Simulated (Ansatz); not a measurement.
NbP:

```
Nb P
1.0
    -1.67492    1.67492    5.74011
     1.67492   -1.67492    5.74011
     1.67492    1.67492   -5.74011
Nb P
2 2
Direct
  0.24988 0.74988 0.50000
  0.49988 0.49988 0.00000
  0.83275 0.33275 0.50000
  0.08275 0.08275 0.00000
```

The cell is a database's computed one.

Base run:

```yaml
Program: Ansatz 0.2.0
Functional: PBEsol
Potentials_or_basis: all-electron LAPW, scalar-relativistic
Cutoff: 207 eV (chosen from the basis error)
Basis_error_allowed: 0.002 eV/atom
k_mesh: 11 × 11 × 11
Occupations: fermi-dirac, width 0.05 eV
Spin: no spin polarisation
Hubbard_terms: Nb d U = 6 eV
```

Its results: band gap on the k mesh 0.04 eV, indirect (least direct gap 0.09 eV); pressure -2.9 GPa; largest force 0.082 eV/Å.

Question: The run is repeated on the same cell with these changes: hubbard terms from Nb d U = 6 eV to none. What comes out?

Answer: Band gap on the k mesh none (metal or under the smearing width); pressure -6.4 GPa; largest force 0.017 eV/Å.

Caveats: U is the effective U less J, on atomic orbitals that reach past the spheres (some runs); an odd mesh through Γ misses points on the zone boundary, where band edges often lie (some runs); the U is typed as a test and isn't derived for this compound (some runs).
